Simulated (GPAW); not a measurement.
# ZnSe (Stilleite) (F-43m) in GPAW: single point with PBE

Aim: the single point of ZnSe (Stilleite) with PBE.

All numbers are computed with GPAW 26.7.0; they aren't measurements. Logs are shortened: lines on timing, memory, paths and dates and some standing lists are left out, and cuts for length are marked. The log counts tension as positive stress, the text compression.

## 1. The crystal as given

Symmetry: F-43m, No. 216, cubic system. The conventional cell has a = 5.668 Å, b = 5.668 Å, c = 5.668 Å, α = 90.00°, β = 90.00°, γ = 90.00°. Around Se (site symmetry -43m) lie 4 Zn at 2.45 Å. Around Zn (site symmetry -43m) lie 4 Se at 2.45 Å.

## 2. Single point, PBE

File run.py:

```python
from ase import Atoms
from ase.dft.bandgap import bandgap
from ase.io import write
from ase.units import GPa
from gpaw import GPAW, PW

atoms = Atoms(['Se', 'Zn'],
              cell=[[0.0, 2.8338, 2.8338],
                    [2.8338, 0.0, 2.8338],
                    [2.8338, 2.8338, 0.0]],
              scaled_positions=[[0.75, 0.75, 0.75],
                                [0.0, 0.0, 0.0]],
              pbc=True)

calc = GPAW(mode=PW(400),
            xc='PBE',
            kpts={'size': (7, 7, 7), 'gamma': True},
            occupations={'name': 'fermi-dirac', 'width': 0.05},
            nbands=18,
            convergence={'density': 1e-05, 'energy': 1e-05},
            maxiter=80,
            txt='gpaw.txt')
atoms.calc = calc
energy = atoms.get_potential_energy()
forces = atoms.get_forces()
stress = atoms.get_stress()
calc.write('gs.gpw')
write('result.traj', atoms)
print(f'Energy: {energy:.6f} eV')
print('Forces (eV/A):')
print(forces.round(4))
print('Stress (GPa):', (stress / GPa).round(3))
print('Fermi level:', round(calc.get_fermi_level(), 4), 'eV')
print(f'Gap: {bandgap(calc)[0]:.4f} eV, direct: {bandgap(calc, direct=True)[0]:.4f} eV')
```

Potentials or basis: GPAW PAW data sets (gpaw-data 1.2.1), pw.

Launch:

```bash
> OMP_NUM_THREADS=1 python run.py
```

gpaw.txt:

```text
__  _  _
 | _ |_)|_||  |
 |__||  | ||/\| - 26.7.0

Input parameters:
  mode=PW(ecut=400.0),
  convergence={'density': 1e-05, 'energy': 1e-05},
  kpts=MonkhorstPack(size=(7, 7, 7), gamma=True),
  maxiter=80,
  nbands=18,
  occupations=Occupations(name='fermi-dirac', width=0.05),
  xc=XC(name='PBE')

Diagonalizing LCAO Hamiltonian
Converting LCAO to pw mode

                    Se

       Zn

Atoms  # Å, Bohr magnetons
|   | symbol |        x |        y |        z |    initial magnetic moments |
|---|--------|----------|----------|----------|-----------------------------|
| 0 |     Se | 4.250700 | 4.250700 | 4.250700 | ( 0.0000,  0.0000,  0.0000) |
| 1 |     Zn | 0.000000 | 0.000000 | 0.000000 | ( 0.0000,  0.0000,  0.0000) |

Unit cell  # Å
| periodic |        x |        y |        z |  lengths |    angles |
|----------|----------|----------|----------|----------|-----------|
|      yes | 0.000000 | 2.833800 | 2.833800 | 4.007598 | 60.000000 |
|      yes | 2.833800 | 0.000000 | 2.833800 | 4.007598 | 60.000000 |
|      yes | 2.833800 | 2.833800 | 0.000000 | 4.007598 | 60.000000 |

Number of symmetries: 24
Symmetry operations  # r_c * U_cc + t_c -> r_c
|    | kind |            matrix            |
|----|------|------------------------------|
|  0 |  E   |  1, 0, 0,  0, 1, 0,  0, 0, 1 |
|  1 |  σ   |  1, 0, 0,  0, 0, 1,  0, 1, 0 |
|  2 |  σ   |  1, 0,-1,  0, 1,-1,  0, 0,-1 |
|  3 |  C3  |  1, 0,-1,  0, 0,-1,  0, 1,-1 |
|  4 |  C3  |  1,-1, 0,  0,-1, 1,  0,-1, 0 |
|  5 |  σ   |  1,-1, 0,  0,-1, 0,  0,-1, 1 |
|  6 |  σ   |  0, 1, 0,  1, 0, 0,  0, 0, 1 |
|  7 |  C3  |  0, 1, 0,  0, 0, 1,  1, 0, 0 |
|  8 |  C2  |  0, 1,-1,  1, 0,-1,  0, 0,-1 |
|  9 |  S4  |  0, 1,-1,  0, 0,-1,  1, 0,-1 |
| 10 |  C3  |  0, 0, 1,  1, 0, 0,  0, 1, 0 |
| 11 |  σ   |  0, 0, 1,  0, 1, 0,  1, 0, 0 |
| 12 |  S4  |  0, 0,-1,  1, 0,-1,  0, 1,-1 |
| 13 |  C3  |  0, 0,-1,  0, 1,-1,  1, 0,-1 |
| 14 |  S4  |  0,-1, 1,  1,-1, 0,  0,-1, 0 |
| 15 |  C2  |  0,-1, 1,  0,-1, 0,  1,-1, 0 |
| 16 |  C3  |  0,-1, 0,  1,-1, 0,  0,-1, 1 |
| 17 |  S4  |  0,-1, 0,  0,-1, 1,  1,-1, 0 |
| 18 |  S4  | -1, 1, 0, -1, 0, 1, -1, 0, 0 |
| 19 |  C3  | -1, 1, 0, -1, 0, 0, -1, 0, 1 |
| 20 |  C3  | -1, 0, 1, -1, 1, 0, -1, 0, 0 |
| 21 |  S4  | -1, 0, 1, -1, 0, 0, -1, 1, 0 |
| 22 |  σ   | -1, 0, 0, -1, 1, 0, -1, 0, 1 |
| 23 |  C2  | -1, 0, 0, -1, 0, 1, -1, 1, 0 |

BZ-sampling:
  Number of BZ points: 343
  Number of IBZ points: 20

  Monkhorst-Pack size: [7, 7, 7]
  Monkhorst-Pack shift: [0, 0, 0]

K-points  # in reciprocal-cell coordinates
|     |                                coordinates |     weight |
|-----|--------------------------------------------|------------|
|   0 | (  0.00000000,   0.00000000,   0.00000000) | 0.00291545 |
|   1 | (  0.14285714,   0.14285714,   0.00000000) | 0.01749271 |
|   2 | (  0.14285714,   0.14285714,   0.14285714) | 0.02332362 |
|   3 | (  0.28571429,   0.14285714,   0.14285714) | 0.03498542 |
|   4 | (  0.28571429,   0.28571429,   0.00000000) | 0.01749271 |
|   5 | (  0.28571429,   0.28571429,   0.14285714) | 0.06997085 |
|   6 | (  0.28571429,   0.28571429,   0.28571429) | 0.02332362 |
|   7 | (  0.42857143,  -0.28571429,  -0.28571429) | 0.03498542 |
|   8 | (  0.42857143,   0.28571429,  -0.42857143) | 0.13994169 |
|   9 | (  0.42857143,   0.28571429,  -0.28571429) | 0.06997085 |
| ... |                                            |            |
|  19 | (  0.42857143,   0.42857143,   0.42857143) | 0.02332362 |

Plane wave coefficients: 869
Cutoff: 400.0 eV

Spin-components: 1 (collinear spins)
Bands:           18
Projectors:      11
Spin-degeneracy: 2
Datatype:        complex128

Density:
  Valence electrons: 18.0
  Components: 1
  Grid points: [20 20 20]
  Charge: 0.0  # |e|

Potential:
  Grid points: [20 20 20]

species:
  Se:
    name:    Selenium
    Z:       34.0
    valence: 6
    core:    28
    charge:  0.0  # [|e|]
    compensation charges:
      type: gauss
      rc: 0.27  # [Å]
      lmax: 2
    cutoffs:
      filter: 1.77  # [Å]
      core: 2.67  # [Å]
    projectors
    | kind |    occ | energy [eV] | rcut [Å] |
    |------|--------|-------------|----------|
    |   4s |  2.000 |     -17.277 |    0.847 |
    |   4p |  4.000 |      -6.512 |    1.005 |
    |    s |        |       9.935 |    0.847 |
    |    p |        |      20.699 |    1.005 |
    |    d |        |       0.000 |    0.847 |

    Using partial waves for Se as LCAO basis

  Zn:
    name:    Zinc
    Z:       30.0
    valence: 12
    core:    18
    charge:  0.0  # [|e|]
    compensation charges:
      type: gauss
      rc: 0.37  # [Å]
      lmax: 2
    cutoffs:
      filter: 2.14  # [Å]
      core: 2.28  # [Å]
    projectors
    | kind |    occ | energy [eV] | rcut [Å] |
    |------|--------|-------------|----------|
    |   4s |  2.000 |      -5.977 |    1.286 |
    |   4p |  0.000 |      -1.117 |    1.270 |
    |   3d | 10.000 |     -10.142 |    1.180 |
    |    s |        |      21.234 |    1.286 |
    |    p |        |      26.095 |    1.270 |
    |    d |        |      17.070 |    1.180 |

    Using partial waves for Zn as LCAO basis

Reference energy: -114964.858784  # eV

eigensolver:
  PPCG
  Converge bands: occupied
  niter=2

density mixing:
  MSR1-Mixer
  Pratt-step length: 0.05
  Maximum mixing coefficient: 0.75
  Old densities: 10
  SVD Regularization: 0.005
  Good broyden scale: 1.0
  Trust region scale: 1.0
  Backstep threshold: 4.0
  History deletion threshold: 6.0
  Fourier metric: weight=20.0, sigma=0.015

occupation numbers:
  Fermi-Dirac:
    width: 0.0500  # eV

poisson solver:
  ecut: 3200.0  # eV

xc functional:
  name: PBE with 2 nearest neighbor stencil

convergence criteria:
- Maximum integral of absolute [dens]ity change: 1e-05 electrons / valence electron
- Maximum [total energy] change in last 3 cyles: 1e-05 eV / valence electron
- Maximum integral of absolute [eigenst]ate change: 4e-08 eV^2 / valence electron
maximum number of iterations: 80

SCF iterations
|iter     | |      energy | eigst |  dens |
|---------|-|-------------|-------|-------|
|iter:   1| |   -6.290957 | -0.32 |       |
|iter:   2| |   -6.233310 | -2.25 | -1.24 |
|iter:   3| |   -6.049684 | -1.70 | -1.28 |
|iter:   4| |   -6.048741 | -2.77 | -1.83 |
|iter:   5| |   -6.049600 | -3.95 | -2.31 |
|iter:   6| |   -6.049545 | -4.45 | -2.95 |
|iter:   7| |   -6.049561c| -5.58 | -3.55 |
|iter:   8| |   -6.049565c| -6.41 | -3.93 |
|iter:   9| |   -6.049565c| -8.44c| -5.03c|

Converged in 9 steps
Energy contributions relative to reference atoms: (reference = -114964.858784)

Energy contributions:
  Kinetic:          13.627450
  Coulomb:         -11.552450
  Zero:             -0.087485
  External:          0.000000
  Xc:               -8.037079
  Entropy:          -0.000000
  Spinorbit:         0.000000
  ----------------------------
  Free energy:      -6.049565
  Extrapolated:     -6.049565

dipole moment: (-7.072753, -7.072753, -7.072753)  # |e|*Ang

Fermi level: 4.553
Eigenvalues  # (at kpt = [0.000, 0.000, 0.000])
| band index |      eig [eV] | occ [0-2] |
|------------|---------------|-----------|
|          0 |        -9.371 |     2.000 |
|          1 |        -2.638 |     2.000 |
|          2 |        -2.638 |     2.000 |
|          3 |        -2.638 |     2.000 |
|          4 |        -2.272 |     2.000 |
|          5 |        -2.272 |     2.000 |
[... 10 lines left out ...]
|         16 |        16.946 |     0.000 |
|         17 |        16.946 |     0.000 |

Gap: 1.297 eV
Transition (v -> c):
  (s=0, k=0, n=8, [0.00, 0.00, 0.00]) -> (s=0, k=0, n=9, [0.00, 0.00, 0.00])
No difference between direct/indirect transitions

Forces  # eV/Ang
|        x |        y |       z |
|----------|----------|---------|
| -0.00000 |  0.00000 | 0.00000 |  # Se   0
| -0.00000 | -0.00000 | 0.00000 |  # Zn   1

Stress tensor  # eV/Ang^3
|         x |         y |         z |
|-----------|-----------|-----------|
| -0.007484 |  0.000000 | -0.000000 |
|  0.000000 | -0.007484 |  0.000000 |
| -0.000000 |  0.000000 | -0.007484 |

# Writing to gs.gpw (mode='')
```

It took 6.8 s on 1 thread of Arm Neoverse V1, shared host; peak memory 0.13 GiB.

These settings aren't checked as converged: the numbers below hold their error.

What came out:

```
Free energy            : -6.0496 eV
Pressure               : 1.2 GPa
Band gap on the k mesh : 1.30 eV, direct
```

Caveat: the cutoff is short for stress and forces, so pressures can be off by a GPa or more.
